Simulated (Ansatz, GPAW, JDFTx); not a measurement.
## MnS: 3 runs at one level of theory

```
CELL_PARAMETERS angstrom
0.00000 2.60450 2.60450
2.60450 0.00000 2.60450
2.60450 2.60450 0.00000
ATOMIC_POSITIONS crystal
Mn 0.00000 0.00000 0.00000
S 0.50000 0.50000 0.50000
```

Alike in all runs: task single point; functional PBEsol; k mesh 9 × 9 × 9; occupations gaussian, width 0.1 eV; collinear spin, ferromagnetic start; no spin-orbit coupling. The measured crystal is an antiferromagnetic insulator; the state found here is the runs' own. Pressure is positive in compression and, in plane waves, holds the error of the finite cutoff, which Ansatz's Pulay term estimates and takes out.

```tsv
program and potentials	plane-wave cutoff (eV)	notes	pressure (GPa)	net moment per atom (μB)
Ansatz, Ansatz PAW	420	potentials made for PBE, which Ansatz adapts in part; Pulay term of +0.03 GPa included	-7.27	2.34
JDFTx, PseudoDojo-SR-PBEsol-0.4.1-standard with smoothed tails	1306	-	-6.72	2.36
GPAW, PAW data sets generated for this functional	600	-	-7.16	2.33
```

The pressure spans -7.27 (Ansatz, Ansatz PAW) to -6.72 GPa (JDFTx, PseudoDojo-SR-PBEsol-0.4.1-standard with smoothed tails). The net moment per atom spans 2.33 (GPAW, PAW data sets generated for this functional) to 2.36 μB (JDFTx, PseudoDojo-SR-PBEsol-0.4.1-standard with smoothed tails). The state is the one that the start led to, which needn't be the lowest.

The functional is the same throughout but for its coding, so the spread measures potentials, basis and numerics; runs on potential files found faulty are left out.
